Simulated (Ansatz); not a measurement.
Crystal: Rh.

```
CELL_PARAMETERS angstrom
0.00000 1.89785 1.89785
1.89785 0.00000 1.89785
1.89785 1.89785 0.00000
ATOMIC_POSITIONS crystal
Rh 0.00000 0.00000 0.00000
```

```yaml
Program: Ansatz 0.2.0
Task: phonons
Functional: PBE-LDA
Potentials_or_basis: all-electron LAPW, scalar-relativistic
Cutoff: 400 eV
Density_cutoff: 1600 eV
Basis_error_allowed: 0.002 eV/atom
k_mesh: 10 × 10 × 10
Occupations: fermi-dirac, width 0.01 eV
Spin: collinear spin, ferromagnetic start
Starting_moments: "[0.6] μB"
Phonon_path: "[\"G\", \"X\", \"W\", \"K\", \"G\", \"L\"]"
```

Question: Is this structure dynamically stable at this level, and how far does the spectrum reach?

Answer: Yes, as far as this q mesh shows: no mode on the path is imaginary. The highest frequency is 269 cm⁻¹.

A q mesh this small can miss soft modes between its points.

Caveat: the program listed the state as in doubt.
